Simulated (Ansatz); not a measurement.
# GaN: the cost of one run

Program: Ansatz 0.2.0. Level of theory: DFT PBEsol, scalar-relativistic, plane waves, PAW. These are calculated values, not measurements.

That is the level of the relaxation; later steps name their own.

### 1 The system as given

Symmetry: F-43m, No. 216, cubic system. Conventional cell: a = 4.507 Å, b = 4.507 Å, c = 4.507 Å, α = 90.00°, β = 90.00°, γ = 90.00°. Ga (site symmetry -43m) is surrounded by 4 N at 1.95 Å. N (site symmetry -43m) is surrounded by 4 Ga at 1.95 Å.

Coordinates:

```cif
data_structure
_symmetry_space_group_name_H-M 'F-43m'
_symmetry_Int_Tables_number 216
_cell_length_a 4.5070
_cell_length_b 4.5070
_cell_length_c 4.5070
_cell_angle_alpha 90.000
_cell_angle_beta 90.000
_cell_angle_gamma 90.000
_cell_volume 91.55
loop_
_atom_site_label
_atom_site_type_symbol
_atom_site_symmetry_multiplicity
_atom_site_Wyckoff_symbol
_atom_site_fract_x
_atom_site_fract_y
_atom_site_fract_z
_atom_site_occupancy
Ga1 Ga 4 a 0.00000 0.00000 0.00000 1
N1 N 4 d 0.25000 0.25000 0.75000 1
```

(A quick probe on a coarse mesh, which set the mesh and smearing, is not shown.)

### 3 Relaxing cell and atoms

input.yaml

```yaml
crystal:
  lattice:
    - [0.0, 2.25350061, 2.25350061]
    - [2.25350061, 0.0, 2.25350061]
    - [2.25350061, 2.25350061, 0.0]
  atoms:
    - { symbol: Ga, position: [0.0, 0.0, 0.0] }
    - { symbol: "N", position: [0.25, 0.25, 0.25] }
basis:
  ecutwfc: 420
kpoints:
  mp_grid: { grid: [10, 10, 10] }
hamiltonian:
  xc: pbesol
scf:
  occupations: { method: gaussian, width: 0.02 }
output:
  forces: true
  stress: true
  eigenvalues: true
  write_density: true
  write_potential: true
  elf: true
  volumetric_format: npy
relax:
  adjacent_minimum: "off"
  f_tol: 0.005
  max_steps: 80
  cell: { stress_tol: 0.05 }
```

On the command line:

```
> ansatz run input.yaml --threads 1 --pin off --max-ram 2560MiB --backend cpu --events-out ev --progress --plain --runs-dir out
```

Q: Estimate wall time and peak memory on 1 thread of Intel Xeon at 2.70GHz, shared host.

About 11 s, with a peak of 0.33 GiB.
